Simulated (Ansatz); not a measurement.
## Molecular dynamics of LiCl

Input:

```yaml
accuracy: low
crystal:
  lattice:
    - [0.0, 5.32671, 5.32671]
    - [5.32671, 0.0, 5.32671]
    - [5.32671, 5.32671, 0.0]
  atoms:
    - { symbol: Li, position: [0.0, 0.0, 0.0] }
    - { symbol: Cl, position: [0.25, 0.25, 0.25] }
    - { symbol: Li, position: [0.0, 0.0, 0.5] }
    - { symbol: Cl, position: [0.25, 0.25, 0.75] }
    - { symbol: Li, position: [0.0, 0.5, 0.0] }
    - { symbol: Cl, position: [0.25, 0.75, 0.25] }
    - { symbol: Li, position: [0.0, 0.5, 0.5] }
    - { symbol: Cl, position: [0.25, 0.75, 0.75] }
    - { symbol: Li, position: [0.5, 0.0, 0.0] }
    - { symbol: Cl, position: [0.75, 0.25, 0.25] }
    - { symbol: Li, position: [0.5, 0.0, 0.5] }
    - { symbol: Cl, position: [0.75, 0.25, 0.75] }
    - { symbol: Li, position: [0.5, 0.5, 0.0] }
    - { symbol: Cl, position: [0.75, 0.75, 0.25] }
    - { symbol: Li, position: [0.5, 0.5, 0.5] }
    - { symbol: Cl, position: [0.75, 0.75, 0.75] }
basis:
  ecutwfc: 420.0
kpoints:
  mp_grid: { grid: [2, 2, 2] }
hamiltonian:
  xc: pbe
scf:
  occupations: { method: fermi_dirac, width: 0.16 }
  lower_state_search: "off"
md:
  timestep: 1
  n_steps: 230
  ensemble: nvt_langevin
  temperature: 1800.0
  initial_velocities: maxwell_boltzmann
  seed: 406378
  friction: 0.005
```

Launched with:

```bash
$ ansatz run input.yaml --threads 1 --pin off --max-ram 3072MiB --backend cpu --events-out ev --progress --plain --runs-dir out
```

It starts from a structure without forces on its atoms.

Output, in part (step lines):

```
md step     0: t =     0.00 fs  T =  1687.5 K  F+E_penalty+E_count = -10302.38070786 eV  E_kin = 3.490020 eV  (6 SCF iters)
md step     1: t =     1.00 fs  T =  1680.1 K  F+E_penalty+E_count = -10302.37792231 eV  E_kin = 3.474654 eV  (6 SCF iters)
md step     2: t =     2.00 fs  T =  1751.4 K  F+E_penalty+E_count = -10302.36938926 eV  E_kin = 3.622138 eV  (6 SCF iters)
md step     3: t =     3.00 fs  T =  1802.6 K  F+E_penalty+E_count = -10302.35477518 eV  E_kin = 3.728018 eV  (6 SCF iters)
md step     4: t =     4.00 fs  T =  1699.5 K  F+E_penalty+E_count = -10302.33421299 eV  E_kin = 3.514751 eV  (6 SCF iters)
md step     5: t =     5.00 fs  T =  1715.3 K  F+E_penalty+E_count = -10302.30730564 eV  E_kin = 3.547614 eV  (4 SCF iters)
md step     6: t =     6.00 fs  T =  1651.5 K  F+E_penalty+E_count = -10302.27357363 eV  E_kin = 3.415499 eV  (4 SCF iters)
md step     7: t =     7.00 fs  T =  1632.3 K  F+E_penalty+E_count = -10302.23391973 eV  E_kin = 3.375815 eV  (4 SCF iters)
[... lines left out ...]
md step   229: t =   229.00 fs  T =  1533.9 K  F+E_penalty+E_count = -10300.17385892 eV  E_kin = 3.172319 eV  (4 SCF iters)
md step   230: t =   230.00 fs  T =  1523.8 K  F+E_penalty+E_count = -10300.16031036 eV  E_kin = 3.151531 eV  (6 SCF iters)
```

The steps, from the saved trajectory:

| time (fs) | T (K) | potential energy less start (eV) |
| --- | --- | --- |
| 0.0 | 1688 | 0.000 |
| 7.0 | 1632 | 0.147 |
| 14.0 | 1443 | 0.598 |
| 21.0 | 1132 | 1.221 |
| 28.0 | 1080 | 1.774 |
| 35.0 | 987 | 2.337 |
| 42.0 | 676 | 2.832 |
| 49.0 | 775 | 2.872 |
| 56.0 | 954 | 2.517 |
| 63.0 | 1170 | 2.142 |
| 70.0 | 1322 | 2.010 |
| 77.0 | 1389 | 2.013 |
| 84.0 | 1454 | 2.152 |
| 91.0 | 1544 | 2.132 |
| 98.0 | 1675 | 1.830 |
| 105.0 | 1571 | 1.751 |
| 112.0 | 1486 | 2.103 |
| 119.0 | 1520 | 2.521 |
| 126.0 | 1555 | 2.788 |
| 133.0 | 1642 | 2.662 |
| 140.0 | 1786 | 2.224 |
| 147.0 | 1568 | 2.131 |
| 154.0 | 1378 | 2.482 |
| 161.0 | 1088 | 2.806 |
| 168.0 | 931 | 3.032 |
| 175.0 | 1012 | 3.082 |
| 182.0 | 1210 | 2.818 |
| 189.0 | 1474 | 2.648 |
| 196.0 | 1498 | 2.555 |
| 203.0 | 1495 | 2.481 |
| 210.0 | 1554 | 2.492 |
| 217.0 | 1430 | 2.457 |
| 224.0 | 1548 | 2.249 |

All steps were run. The mean temperature of the second half is 21 % below the set value. A run of 0.23 ps of so small a system gives no equilibrium averages. Limits of this set-up: low accuracy level.

Mean squared displacements from the first frame to the last, about the centre of mass: Li 0.49 Å², Cl 0.15 Å².

Last frame:

```xyz
16
Lattice="0.0000 5.3267 5.3267 5.3267 0.0000 5.3267 5.3267 5.3267 0.0000" Properties=species:S:1:pos:R:3
Li -0.004 -0.054 0.021
Cl 2.562 3.199 3.247
Li 2.600 2.977 0.562
Cl 5.074 5.650 2.456
Li 2.074 -0.171 3.443
Cl 5.246 2.929 6.028
Li 4.746 3.463 3.756
Cl 8.191 5.507 5.487
Li -0.011 2.406 3.034
Cl 2.761 5.865 6.004
Li 2.480 5.444 2.802
Cl 5.314 8.276 5.888
Li 3.127 3.663 6.411
Cl 5.045 5.440 8.633
Li 5.546 6.178 6.149
Cl 7.947 8.120 8.805
```

Time of the run: 7.8 min on 1 CPU thread of a shared host.
